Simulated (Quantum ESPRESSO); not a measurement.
# ZnSe (Stilleite) (F-43m) in Quantum ESPRESSO: reference runs

How does ZnSe (Stilleite) come out in PBEsol? The cell is run as given.

Everything below comes from runs of Quantum ESPRESSO 7.5. Logs are shortened: lines on timing, memory, paths and dates and some standing lists are left out, and cuts for length are marked.

**What was measured.**

From “Alloy Disordering Effects on the Thermal Conductivity and Energy Gap Temperature Dependence of Cd1−xZnxSe Ternary Crystals Grown by the Bridgman Method”, 2023, pmc:10253836, for a bulk crystal of ZnSe at 300 K: band gap 2.695 ± 0.003 eV (an exciton energy, a little under the gap).

The results are compared with them further down.

### Step 1. The structure

The structure is cubic, space group F-43m (No. 216). Conventional cell: a = 5.668 Å, b = 5.668 Å, c = 5.668 Å, α = 90.00°, β = 90.00°, γ = 90.00°. Around Se (site symmetry -43m) lie 4 Zn at 2.45 Å. Zn (site symmetry -43m) has 4 Se at 2.45 Å as nearest neighbours.

### Step 2. Single point, PBEsol

pw.in

```
&CONTROL
  calculation = 'scf'
  prefix = 'pwscf'
  outdir = './tmp'
  pseudo_dir = './pseudo'
  tprnfor = .true.
  tstress = .true.
  disk_io = 'low'
/
&SYSTEM
  ibrav = 0
  nat = 2
  ntyp = 2
  ecutwfc = 56
  ecutrho = 448
  nbnd = 20
  occupations = 'smearing'
  smearing = 'fd'
  degauss = 0.00367493
/
&ELECTRONS
  conv_thr = 4d-10
  electron_maxstep = 120
  mixing_beta = 0.5
/
ATOMIC_SPECIES
Se    78.9710 se_pbesol_v1.uspp.F.UPF
Zn    65.3800 zn_pbesol_v1.uspp.F.UPF
CELL_PARAMETERS angstrom
   0.0000000000    2.8338000000    2.8338000000
   2.8338000000    0.0000000000    2.8338000000
   2.8338000000    2.8338000000    0.0000000000
ATOMIC_POSITIONS crystal
Se     0.7500000000    0.7500000000    0.7500000000
Zn     0.0000000000    0.0000000000    0.0000000000
K_POINTS automatic
8 8 8 0 0 0
```

pp_density.in

```
&INPUTPP
  prefix = 'pwscf'
  outdir = './tmp'
  filplot = 'density.dat'
  plot_num = 0
/
&PLOT
  nfile = 1
  filepp(1) = 'density.dat'
  iflag = 3
  output_format = 6
  fileout = 'density.cube'
/
```

pp_potential.in

```
&INPUTPP
  prefix = 'pwscf'
  outdir = './tmp'
  filplot = 'potential.dat'
  plot_num = 11
/
&PLOT
  nfile = 1
  filepp(1) = 'potential.dat'
  iflag = 3
  output_format = 6
  fileout = 'potential.cube'
/
```

Potentials or basis: GBRV 1.5 PBEsol.

Started as:

```bash
OMP_NUM_THREADS=1 mpirun -n 2 pw.x -nk 2 -in pw.in > pw.out
OMP_NUM_THREADS=1 mpirun -n 1 pp.x -in pp_density.in > pp_density.out
OMP_NUM_THREADS=1 mpirun -n 1 pp.x -in pp_potential.in > pp_potential.out
```

pw.out:

```text
This program is part of the open-source Quantum ESPRESSO suite
     for quantum simulation of materials; please cite
         "P. Giannozzi et al., J. Phys.:Condens. Matter 21 395502 (2009);
         "P. Giannozzi et al., J. Phys.:Condens. Matter 29 465901 (2017);
         "P. Giannozzi et al., J. Chem. Phys. 152 154105 (2020);
     in publications or presentations arising from this work. More details at

     Message from routine setup:
     using ibrav=0 with symmetry is DISCOURAGED, use correct ibrav instead

     K-points division:     npool     =       2
     Subspace diagonalization in iterative solution of the eigenvalue problem:
     a serial algorithm will be used

     G-vector sticks info
     --------------------
     sticks:   dense  smooth     PW     G-vecs:    dense   smooth      PW
     Sum        1777     877    265                49229    17261    2891

     Using Slab Decomposition

     bravais-lattice index     =            0
     lattice parameter (alat)  =       7.5733  a.u.
     unit-cell volume          =     307.1384 (a.u.)^3
     number of atoms/cell      =            2
     number of atomic types    =            2
     number of electrons       =        26.00
     number of Kohn-Sham states=           20
     kinetic-energy cutoff     =      56.0000  Ry
     charge density cutoff     =     448.0000  Ry
     scf convergence threshold =      4.0E-10
     mixing beta               =       0.5000
     number of iterations used =            8  plain     mixing
     Exchange-correlation= SLA  PW   PSX  PSC
                           (   1   4  10   8   0   0   0)

     celldm(1)=   7.573263  celldm(2)=   0.000000  celldm(3)=   0.000000
     celldm(4)=   0.000000  celldm(5)=   0.000000  celldm(6)=   0.000000

     crystal axes: (cart. coord. in units of alat)
               a(1) = (   0.000000   0.707107   0.707107 )
               a(2) = (   0.707107   0.000000   0.707107 )
               a(3) = (   0.707107   0.707107   0.000000 )

     reciprocal axes: (cart. coord. in units 2 pi/alat)
               b(1) = ( -0.707107  0.707107  0.707107 )
               b(2) = (  0.707107 -0.707107  0.707107 )
               b(3) = (  0.707107  0.707107 -0.707107 )

     PseudoPot. # 1 for Se read from file:
     se_pbesol_v1.uspp.F.UPF
     Pseudo is Ultrasoft + core correction, Zval =  6.0
     Generated by new atomic code, or converted to UPF format
     Using radial grid of  877 points,  6 beta functions with:
                l(1) =   0
                l(2) =   0
                l(3) =   1
                l(4) =   1
                l(5) =   2
                l(6) =   2
     Q(r) pseudized with  8 coefficients,  rinner =    1.300   1.300   1.300
                                                       1.300   1.300

     PseudoPot. # 2 for Zn read from file:
     zn_pbesol_v1.uspp.F.UPF
     Pseudo is Ultrasoft, Zval = 20.0
     Generated by new atomic code, or converted to UPF format
     Using radial grid of  943 points,  6 beta functions with:
                l(1) =   0
                l(2) =   0
                l(3) =   1
                l(4) =   1
                l(5) =   2
                l(6) =   2
     Q(r) pseudized with  8 coefficients,  rinner =    1.100   1.100   1.100
                                                       1.100   1.100

     atomic species   valence    mass     pseudopotential
     Se                6.00    78.97100     Se( 1.00)
     Zn               20.00    65.38000     Zn( 1.00)

     24 Sym. Ops. (no inversion) found

   Cartesian axes

     site n.     atom                  positions (alat units)
         1        Se     tau(   1) = (   1.0606602   1.0606602   1.0606602  )
         2        Zn     tau(   2) = (   0.0000000   0.0000000   0.0000000  )

     number of k points=    29  Fermi-Dirac smearing, width (Ry)=  0.0037
                       cart. coord. in units 2pi/alat
        k(    1) = (   0.0000000   0.0000000   0.0000000), wk =   0.0039062
        k(    2) = (   0.0883883   0.0883883  -0.0883883), wk =   0.0312500
        k(    3) = (   0.1767767   0.1767767  -0.1767767), wk =   0.0312500
        k(    4) = (   0.2651650   0.2651650  -0.2651650), wk =   0.0312500
        k(    5) = (  -0.3535534  -0.3535534   0.3535534), wk =   0.0156250
        k(    6) = (   0.1767767   0.0000000   0.0000000), wk =   0.0234375
[... 21 lines left out ...]
        k(   28) = (  -0.7071068   0.1767767  -0.0000000), wk =   0.0468750
        k(   29) = (  -0.7071068   0.3535534   0.0000000), wk =   0.0234375

     Dense  grid:    49229 G-vectors     FFT dimensions: (  54,  54,  54)

     Smooth grid:    17261 G-vectors     FFT dimensions: (  40,  40,  40)

     Initial potential from superposition of free atoms

     starting charge      25.9998, renormalised to      26.0000
     Starting wfcs are   17 randomized atomic wfcs +    3 random wfcs

     Self-consistent Calculation

     iteration #  1     ecut=    56.00 Ry     beta= 0.50
     Davidson diagonalization with overlap
     ethr =  1.00E-02,  avg # of iterations =  5.1

     Threshold (ethr) on eigenvalues was too large:
     Diagonalizing with lowered threshold

     Davidson diagonalization with overlap
     ethr =  2.73E-04,  avg # of iterations =  1.5

     total energy              =    -504.62395337 Ry
     estimated scf accuracy    <       0.07014452 Ry

     iteration #  2     ecut=    56.00 Ry     beta= 0.50
     Davidson diagonalization with overlap
     ethr =  2.70E-04,  avg # of iterations =  2.0
[... 36 lines left out ...]
     total energy              =    -504.64465095 Ry
     estimated scf accuracy    <       0.00000006 Ry

     iteration #  8     ecut=    56.00 Ry     beta= 0.50
     Davidson diagonalization with overlap
     ethr =  2.16E-10,  avg # of iterations =  2.1

     End of self-consistent calculation

          k = 0.0000 0.0000 0.0000 (  2109 PWs)   bands (ev):

  -118.6857 -73.0142 -73.0142 -73.0142  -7.0676  -0.3337  -0.3337  -0.3337
     0.0388   0.0388   6.2254   6.2254   6.2254   7.3882  11.9634  11.9634
    11.9634  15.9593  17.6805  17.6805

          k = 0.0884 0.0884-0.0884 (  2151 PWs)   bands (ev):

  -118.6857 -73.0142 -73.0142 -73.0142  -6.9659  -0.3280  -0.3178  -0.3178
     0.0373   0.0373   4.8744   6.0713   6.0713   8.4035  11.8857  12.2192
    12.2192  16.8407  16.8477  16.8477
[... 13 lines left out ...]
          k =-0.3536-0.3536 0.3536 (  2138 PWs)   bands (ev):

  -118.6857 -73.0143 -73.0142 -73.0142  -6.2690  -0.2459  -0.2459   0.0570
     0.0570   0.1949   0.9437   5.3483   5.3483   8.6684  12.5379  12.5379
    14.6213  17.0218  19.2837  20.3454

          k = 0.1768 0.0000 0.0000 (  2153 PWs)   bands (ev):

  -118.6857 -73.0142 -73.0142 -73.0142  -6.9320  -0.3433  -0.3038  -0.3038
     0.0271   0.0460   4.8707   5.7945   5.7945   8.8579  11.1936  12.6336
    12.6336  15.5741  17.2999  17.9006

          k = 0.2652 0.0884-0.0884 (  2164 PWs)   bands (ev):

  -118.6857 -73.0143 -73.0142 -73.0142  -6.7211  -0.3275  -0.2668  -0.2636
     0.0214   0.0523   3.5800   5.4098   5.4545   9.5691  11.1288  13.0456
    13.2151  15.2408  17.7263  18.1704
[... 19 lines left out ...]
          k =-0.0884-0.2652 0.2652 (  2165 PWs)   bands (ev):

  -118.6857 -73.0143 -73.0142 -73.0142  -6.5298  -0.2611  -0.2586  -0.2170
     0.0266   0.0586   2.6038   4.7307   5.6922   9.6121  12.3216  12.7643
    12.9850  15.8966  17.4252  18.5477

          k = 0.0000-0.1768 0.1768 (  2153 PWs)   bands (ev):

  -118.6857 -73.0142 -73.0142 -73.0142  -6.8094  -0.3155  -0.2986  -0.2838
     0.0273   0.0461   3.9519   5.3220   6.0200   9.2174  11.6907  12.3788
    12.8821  15.8480  16.8051  17.9938

          k = 0.3536 0.0000 0.0000 (  2181 PWs)   bands (ev):

  -118.6857 -73.0143 -73.0142 -73.0142  -6.5787  -0.3487  -0.2228  -0.2228
     0.0119   0.0632   3.3109   4.9597   4.9597  10.0710  10.1360  14.1915
    14.1915  14.3606  18.5460  19.8592

          k = 0.4419 0.0884-0.0884 (  2165 PWs)   bands (ev):

  -118.6857 -73.0143 -73.0142 -73.0142  -6.3409  -0.3084  -0.1802  -0.1654
     0.0421   0.0706   2.4205   4.4072   4.6512   9.8949  10.5933  13.6831
    14.7094  16.2193  19.1748  20.1501
[... 7 lines left out ...]
          k =-0.0884-0.4419 0.4419 (  2176 PWs)   bands (ev):

  -118.6857 -73.0143 -73.0143 -73.0142  -6.1200  -0.2359  -0.1773   0.0034
     0.0446   0.2277   1.4340   3.3822   4.8700  10.0791  12.2939  14.0669
    14.2590  16.2638  17.3485  20.1784

          k = 0.0000-0.3536 0.3536 (  2181 PWs)   bands (ev):

  -118.6857 -73.0143 -73.0143 -73.0142  -6.2890  -0.2352  -0.2162  -0.0832
     0.0264   0.0869   2.0440   3.6479   5.3052  10.2937  12.4902  12.9258
    13.4802  16.0084  18.1016  20.2286

          k = 0.5303-0.0000 0.0000 (  2161 PWs)   bands (ev):

  -118.6857 -73.0143 -73.0142 -73.0142  -6.1800  -0.3232  -0.1260  -0.1260
     0.0766   0.0805   2.0426   4.2749   4.2749   9.3260   9.8861  15.6046
    16.0869  16.0869  19.5130  21.6070

          k =-0.0884-0.6187 0.6187 (  2175 PWs)   bands (ev):

  -118.6857 -73.0143 -73.0143 -73.0142  -6.0424  -0.2858  -0.1038  -0.0875
     0.0789   0.1977   1.5925   3.7204   4.1829   9.4206  10.2536  15.4281
    16.2904  17.2369  19.8340  20.4714

          k = 0.0000-0.5303 0.5303 (  2171 PWs)   bands (ev):

  -118.6857 -73.0143 -73.0143 -73.0142  -6.0184  -0.2479  -0.1238  -0.0385
     0.0602   0.3016   1.4695   3.0935   4.4126   9.6979  11.7456  15.1502
    15.4333  15.6707  18.1789  21.4858

          k =-0.7071 0.0000 0.0000 (  2200 PWs)   bands (ev):

  -118.6857 -73.0143 -73.0143 -73.0143  -5.9979  -0.3084  -0.0799  -0.0799
     0.0876   0.2137   1.4363   4.0156   4.0156   9.0678   9.6015  16.8157
    17.4006  17.4006  20.1782  20.6186

          k = 0.3536 0.1768 0.0000 (  2168 PWs)   bands (ev):

  -118.6857 -73.0143 -73.0142 -73.0142  -6.4948  -0.2946  -0.2317  -0.2056
     0.0235   0.0636   2.7958   4.4650   5.2876  10.3004  10.9987  12.8394
    13.9395  15.5876  18.4206  19.5378

          k =-0.2652-0.4419 0.6187 (  2174 PWs)   bands (ev):

  -118.6857 -73.0143 -73.0143 -73.0142  -6.2465  -0.2394  -0.2075  -0.0782
     0.0506   0.1010   1.8373   3.9182   4.9241  10.4158  11.6728  12.8213
    14.3939  16.5191  18.7204  19.7785
[... 13 lines left out ...]
          k =-0.0884-0.4419 0.6187 (  2188 PWs)   bands (ev):

  -118.6857 -73.0143 -73.0143 -73.0143  -6.0370  -0.2314  -0.1430  -0.0301
     0.0477   0.2816   1.5102   3.3035   4.1366  10.4979  11.7481  13.3934
    15.2009  16.5864  19.3441  20.3218

          k = 0.0000-0.3536 0.5303 (  2186 PWs)   bands (ev):

  -118.6857 -73.0143 -73.0143 -73.0143  -6.0799  -0.2215  -0.1690  -0.0049
     0.0339   0.2375   1.5921   3.1909   4.4456  10.7985  12.1373  12.8644
    15.2774  15.9453  17.9559  21.5044

          k =-0.7071 0.1768-0.0000 (  2174 PWs)   bands (ev):

  -118.6857 -73.0143 -73.0143 -73.0142  -5.9953  -0.2614  -0.1064  -0.0615
     0.0687   0.2776   1.4655   3.7100   3.7527   9.9693  10.4402  15.3486
    15.4211  17.7042  19.9907  20.3715

          k =-0.7071 0.3536 0.0000 (  2180 PWs)   bands (ev):

  -118.6857 -73.0143 -73.0143 -73.0143  -5.9927  -0.2178  -0.1267   0.0049
     0.0074   0.3381   1.5024   3.4260   3.5196  11.5884  11.7421  13.0902
    13.8078  17.8435  20.0050  20.1680

     the Fermi energy is     6.8410 ev

!    total energy              =    -504.64465096 Ry
     estimated scf accuracy    <          3.2E-10 Ry
     smearing contrib. (-TS)   =      -0.00000001 Ry
     internal energy E=F+TS    =    -504.64465096 Ry

     The total energy is F=E-TS. E is the sum of the following terms:
     one-electron contribution =    -469.89250498 Ry
     hartree contribution      =     241.03186583 Ry
     xc contribution           =     -71.16952413 Ry
     ewald contribution        =    -204.61448768 Ry

     convergence has been achieved in   8 iterations

     Forces acting on atoms (cartesian axes, Ry/au):

     atom    1 type  1   force =    -0.00000000   -0.00000000    0.00000000
     atom    2 type  2   force =    -0.00000000   -0.00000000    0.00000000

     Total force =     0.000000     Total SCF correction =     0.000000

     Computing stress (Cartesian axis) and pressure

          total   stress  (Ry/bohr**3)                   (kbar)     P=      -10.45
  -0.00007102   0.00000000  -0.00000000          -10.45        0.00       -0.00
   0.00000000  -0.00007102  -0.00000000            0.00      -10.45       -0.00
  -0.00000000  -0.00000000  -0.00007102           -0.00       -0.00      -10.45

=------------------------------------------------------------------------------=
   JOB DONE.
=------------------------------------------------------------------------------=
```

Run time: 14 s. Hardware: 2 MPI ranks of Intel Xeon 6975P-C (Granite Rapids), shared host; peak memory 0.3 GiB.

What came out:

| Quantity | Value |
| --- | --- |
| Free energy | -6866.0403 eV |
| Pressure | -1.0 GPa |
| Band gap on the k mesh | 1.16 eV, direct |

### Step 3. How close it comes

Step 2. A measured gap of ZnSe is 2.695 eV (an exciton energy, a little under the gap; 300 K; “Alloy Disordering Effects on the Thermal Conductivity and Energy Gap Temperature Dependence of Cd1−xZnxSe Ternary Crystals Grown by the Bridgman Method”, 2023, pmc:10253836); the calculated 1.16 eV misses it by -1.53 eV. So large a miss can be the level of theory's own, or it may mean another phase, state or a wrong row. Spin-orbit coupling on Se is left out. The value is that of PBEsol, without temperature or zero-point motion. Semilocal functionals fall short of measured gaps as a rule.
